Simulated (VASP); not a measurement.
Wanted: an ASE script for a VASP 6.6.1 run.

```yaml
Task: single point
Functional: LDA
Potentials_or_basis: VASP PAW LDA potentials, release 64 (Cu_GW)
Cutoff: 550 eV
k_mesh: 13 × 13 × 13
Occupations: gaussian, width 0.02 eV
Spin: no spin polarisation
Further_INCAR_settings: ALGO = Normal; EDIFF = 1.00e-07; NBANDS = 12
```

The structure of Cu lies in Cu.cif:

```cif
data_Cu
_cell_length_a 3.61500000
_cell_length_b 3.61500000
_cell_length_c 3.61500000
_cell_angle_alpha 90.00000000
_cell_angle_beta 90.00000000
_cell_angle_gamma 90.00000000
_space_group_name_H-M_alt 'Fm-3m'
_space_group_name_Hall '-F 4 2 3'
_space_group_IT_number 225
loop_
_space_group_symop_operation_xyz
'x,y,z'
'-x,-y,-z'
'-y,x,z'
'y,-x,-z'
'-x,-y,z'
'x,y,-z'
'y,-x,z'
'-y,x,-z'
'x,-y,-z'
'-x,y,z'
'-y,-x,-z'
'y,x,z'
'-x,y,-z'
'x,-y,z'
'y,x,-z'
'-y,-x,z'
'z,x,y'
'-z,-x,-y'
'z,-y,x'
'-z,y,-x'
'z,-x,-y'
'-z,x,y'
'z,y,-x'
'-z,-y,x'
'-z,x,-y'
'z,-x,y'
'-z,-y,-x'
'z,y,x'
'-z,-x,y'
'z,x,-y'
'-z,y,x'
'z,-y,-x'
'y,z,x'
'-y,-z,-x'
'x,z,-y'
'-x,-z,y'
'-y,z,-x'
'y,-z,x'
'-x,z,y'
'x,-z,-y'
'-y,-z,x'
'y,z,-x'
'-x,-z,-y'
'x,z,y'
'y,-z,-x'
'-y,z,x'
'x,-z,y'
'-x,z,-y'
'x,y+1/2,z+1/2'
'-x,-y+1/2,-z+1/2'
'-y,x+1/2,z+1/2'
'y,-x+1/2,-z+1/2'
'-x,-y+1/2,z+1/2'
'x,y+1/2,-z+1/2'
'y,-x+1/2,z+1/2'
'-y,x+1/2,-z+1/2'
'x,-y+1/2,-z+1/2'
'-x,y+1/2,z+1/2'
'-y,-x+1/2,-z+1/2'
'y,x+1/2,z+1/2'
'-x,y+1/2,-z+1/2'
'x,-y+1/2,z+1/2'
'y,x+1/2,-z+1/2'
'-y,-x+1/2,z+1/2'
'z,x+1/2,y+1/2'
'-z,-x+1/2,-y+1/2'
'z,-y+1/2,x+1/2'
'-z,y+1/2,-x+1/2'
'z,-x+1/2,-y+1/2'
'-z,x+1/2,y+1/2'
'z,y+1/2,-x+1/2'
'-z,-y+1/2,x+1/2'
'-z,x+1/2,-y+1/2'
'z,-x+1/2,y+1/2'
'-z,-y+1/2,-x+1/2'
'z,y+1/2,x+1/2'
'-z,-x+1/2,y+1/2'
'z,x+1/2,-y+1/2'
'-z,y+1/2,x+1/2'
'z,-y+1/2,-x+1/2'
'y,z+1/2,x+1/2'
'-y,-z+1/2,-x+1/2'
'x,z+1/2,-y+1/2'
'-x,-z+1/2,y+1/2'
'-y,z+1/2,-x+1/2'
'y,-z+1/2,x+1/2'
'-x,z+1/2,y+1/2'
'x,-z+1/2,-y+1/2'
'-y,-z+1/2,x+1/2'
'y,z+1/2,-x+1/2'
'-x,-z+1/2,-y+1/2'
'x,z+1/2,y+1/2'
'y,-z+1/2,-x+1/2'
'-y,z+1/2,x+1/2'
'x,-z+1/2,y+1/2'
'-x,z+1/2,-y+1/2'
'x+1/2,y,z+1/2'
'-x+1/2,-y,-z+1/2'
'-y+1/2,x,z+1/2'
'y+1/2,-x,-z+1/2'
'-x+1/2,-y,z+1/2'
'x+1/2,y,-z+1/2'
'y+1/2,-x,z+1/2'
'-y+1/2,x,-z+1/2'
'x+1/2,-y,-z+1/2'
'-x+1/2,y,z+1/2'
'-y+1/2,-x,-z+1/2'
'y+1/2,x,z+1/2'
'-x+1/2,y,-z+1/2'
'x+1/2,-y,z+1/2'
'y+1/2,x,-z+1/2'
'-y+1/2,-x,z+1/2'
'z+1/2,x,y+1/2'
'-z+1/2,-x,-y+1/2'
'z+1/2,-y,x+1/2'
'-z+1/2,y,-x+1/2'
'z+1/2,-x,-y+1/2'
'-z+1/2,x,y+1/2'
'z+1/2,y,-x+1/2'
'-z+1/2,-y,x+1/2'
'-z+1/2,x,-y+1/2'
'z+1/2,-x,y+1/2'
'-z+1/2,-y,-x+1/2'
'z+1/2,y,x+1/2'
'-z+1/2,-x,y+1/2'
'z+1/2,x,-y+1/2'
'-z+1/2,y,x+1/2'
'z+1/2,-y,-x+1/2'
'y+1/2,z,x+1/2'
'-y+1/2,-z,-x+1/2'
'x+1/2,z,-y+1/2'
'-x+1/2,-z,y+1/2'
'-y+1/2,z,-x+1/2'
'y+1/2,-z,x+1/2'
'-x+1/2,z,y+1/2'
'x+1/2,-z,-y+1/2'
'-y+1/2,-z,x+1/2'
'y+1/2,z,-x+1/2'
'-x+1/2,-z,-y+1/2'
'x+1/2,z,y+1/2'
'y+1/2,-z,-x+1/2'
'-y+1/2,z,x+1/2'
'x+1/2,-z,y+1/2'
'-x+1/2,z,-y+1/2'
'x+1/2,y+1/2,z'
'-x+1/2,-y+1/2,-z'
'-y+1/2,x+1/2,z'
'y+1/2,-x+1/2,-z'
'-x+1/2,-y+1/2,z'
'x+1/2,y+1/2,-z'
'y+1/2,-x+1/2,z'
'-y+1/2,x+1/2,-z'
'x+1/2,-y+1/2,-z'
'-x+1/2,y+1/2,z'
'-y+1/2,-x+1/2,-z'
'y+1/2,x+1/2,z'
'-x+1/2,y+1/2,-z'
'x+1/2,-y+1/2,z'
'y+1/2,x+1/2,-z'
'-y+1/2,-x+1/2,z'
'z+1/2,x+1/2,y'
'-z+1/2,-x+1/2,-y'
'z+1/2,-y+1/2,x'
'-z+1/2,y+1/2,-x'
'z+1/2,-x+1/2,-y'
'-z+1/2,x+1/2,y'
'z+1/2,y+1/2,-x'
'-z+1/2,-y+1/2,x'
'-z+1/2,x+1/2,-y'
'z+1/2,-x+1/2,y'
'-z+1/2,-y+1/2,-x'
'z+1/2,y+1/2,x'
'-z+1/2,-x+1/2,y'
'z+1/2,x+1/2,-y'
'-z+1/2,y+1/2,x'
'z+1/2,-y+1/2,-x'
'y+1/2,z+1/2,x'
'-y+1/2,-z+1/2,-x'
'x+1/2,z+1/2,-y'
'-x+1/2,-z+1/2,y'
'-y+1/2,z+1/2,-x'
'y+1/2,-z+1/2,x'
'-x+1/2,z+1/2,y'
'x+1/2,-z+1/2,-y'
'-y+1/2,-z+1/2,x'
'y+1/2,z+1/2,-x'
'-x+1/2,-z+1/2,-y'
'x+1/2,z+1/2,y'
'y+1/2,-z+1/2,-x'
'-y+1/2,z+1/2,x'
'x+1/2,-z+1/2,y'
'-x+1/2,z+1/2,-y'
loop_
_atom_site_label
_atom_site_type_symbol
_atom_site_symmetry_multiplicity
_atom_site_Wyckoff_symbol
_atom_site_fract_x
_atom_site_fract_y
_atom_site_fract_z
_atom_site_occupancy
Cu1 Cu 4 a 0.0000000000 0.0000000000 0.0000000000 1
```

These files were run (other wordings do the same):

run.py

```python
from ase.calculators.vasp import Vasp
from ase.dft.bandgap import bandgap
from ase.io import read

atoms = read('Cu.cif', primitive_cell=True, subtrans_included=False)
calc = Vasp(
    directory='calc',
    xc='lda',
    pp='LDA',
    setups={'base': 'minimal', 'Cu': '_GW'},
    prec='Accurate',
    encut=550,
    ediff=1e-07,
    ismear=0,
    sigma=0.02,
    lreal=False,
    lasph=True,
    nelm=80,
    algo='Normal',
    isif=2,
    lwave=False,
    lcharg=False,
    kpts=[13, 13, 13],
    gamma=True,
    nbands=12,
)
atoms.calc = calc

print('energy (eV):', atoms.get_potential_energy())
print('free energy (eV):', atoms.get_potential_energy(force_consistent=True))
print('forces (eV/A):')
print(atoms.get_forces())
print('stress (eV/A^3, Voigt):', atoms.get_stress())
print('Fermi level (eV):', calc.get_fermi_level())
gap, top, bottom = bandgap(calc)
print('band gap (eV):', gap, 'from (spin, k, band)', top, 'to', bottom)
```

Potentials or basis: VASP PAW LDA potentials, release 64 (Cu_GW).

Run with:

```console
$ python run.py
```

It gave:

```json
{
  "Pressure": "-13.7 GPa",
  "Band gap on the k mesh": "none (metal or under the smearing width)"
}
```

Wall time 15 s on 1 thread of Intel(R) Xeon(R) Platinum 8259CL CPU @ 2.50GHz (Skylake/Cascade Lake), with other jobs on the host, peak memory 0.13 GiB.
